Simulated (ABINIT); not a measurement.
# PbTe and the effect of the share of exact exchange

The structure is cubic, space group Fm-3m (No. 225). The conventional cell has a = 6.462 Å, b = 6.462 Å, c = 6.462 Å, α = 90.00°, β = 90.00°, γ = 90.00°. Pb (site symmetry m-3m) has 6 Te at 3.23 Å as nearest neighbours. Te (site symmetry m-3m) has 6 Pb at 3.23 Å as nearest neighbours.

Kept alike: task single point; functional PBE0; k mesh 3 × 3 × 3; occupations fermi-dirac, width 0.05 eV; no spin polarisation. Program: ABINIT, SG15 NC PBE v1.2, cutoff 707 eV. The mesh is that of the run's cell of 2 atoms. No spin-orbit coupling.

| share of exact exchange, α | pressure (GPa) |
| --- | --- |
| 0.05 | 1.56 |
| 0.15 | 0.61 |
| 0.25 | -0.32 |
| 0.35 | -1.24 |
| 0.5 | -2.73 |

The k mesh is coarse, so the values aren't converged. Pressure is positive in compression; the values hold the error of the finite cutoff, so their zero can differ a little from the energy's minimum. All rows use potentials made for PBE. The mesh is thin for exact exchange.

Question: What does the share of exact exchange change here?

Answer: The pressure falls from 1.56 to -2.73 GPa between 0.05 and 0.5. Exact exchange shortens the bonds here, so the pressure at fixed cell falls.
